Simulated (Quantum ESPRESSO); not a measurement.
**Au: Wannier functions under several settings**

```
Au
1.0
     0.00000    2.03500    2.03500
     2.03500    0.00000    2.03500
     2.03500    2.03500    0.00000
Au
1
Cartesian
  0.0000 0.0000 0.0000
```

All runs used Quantum ESPRESSO 7.5; potentials GBRV 1.5 PBE; k mesh 9 × 9 × 9; given cell; no spin polarisation; cutoff 612 eV; occupations fermi-dirac, width 0.05 eV.

```csv
level,start,Wannier mesh,spread a function (Å²),RMS miss of the bands (meV)
PBE,atomic projections with disentanglement,7 × 7 × 7,0.91,100
PBE,"atomic projections with disentanglement, not minimised",7 × 7 × 7,?,?
PBE,SCDM with an erfc weight,7 × 7 × 7,2.39,48
```

What stands in the row left open?

Spread a function 1.32 Å²; RMS miss of the bands 44 meV.

